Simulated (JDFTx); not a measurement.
## TaN under changes of volume

One of the cells (10.813 Å³/atom); the others are scaled copies at fixed shape and fractional positions:

```
Ta N
1.0
     0.00000    2.21132    2.21132
     2.21132    0.00000    2.21132
     2.21132    2.21132    0.00000
Ta N
1 1
Direct
  0.50000 0.50000 0.50000
  0.00000 0.00000 0.00000
```

The cell comes from a database or a generator and needn't be the stable form of this composition.

| Item | Value |
| --- | --- |
| Program | JDFTx 1.7.0 (patched build) |
| Functional | LDA |
| Potentials or basis | PseudoDojo-SR-LDA-0.4.1-standard with smoothed tails |
| Cutoff | 1143 eV |
| Density cutoff | 9143 eV |
| k mesh | 10 × 10 × 10 |
| Occupations | fermi-dirac, width 0.05 eV |
| Spin | no spin polarisation |

```tsv
volume (Å³/atom)	energy over the lowest point (meV/atom)	pressure (GPa)
10.164	0.00	1.1
10.381	3.81	-6.6
10.597	17.44	-13.4
10.813	39.83	-19.6
11.030	70.02	-25.0
11.246	107.16	-29.9
11.462	?	?
```

Task: What does the run at 11.462 Å³/atom give?

Result: Energy over the lowest point 150.49 meV/atom; pressure -34.2 GPa.

Worked out: A Birch-Murnaghan fit of order 3 (a polynomial in V^(-2/3)) to the other rows has its minimum at 10.19 Å³/atom with B0 = V·E''(V) = 378 GPa and B' = 4.4. It gives 150.41 meV/atom at 11.462 Å³/atom, against the run's 150.49, and -dE/dV = -34.2 GPa, against -34.2.

Energies are extrapolated to zero smearing.

Caveats: the cell as given lies far from equilibrium (some runs).
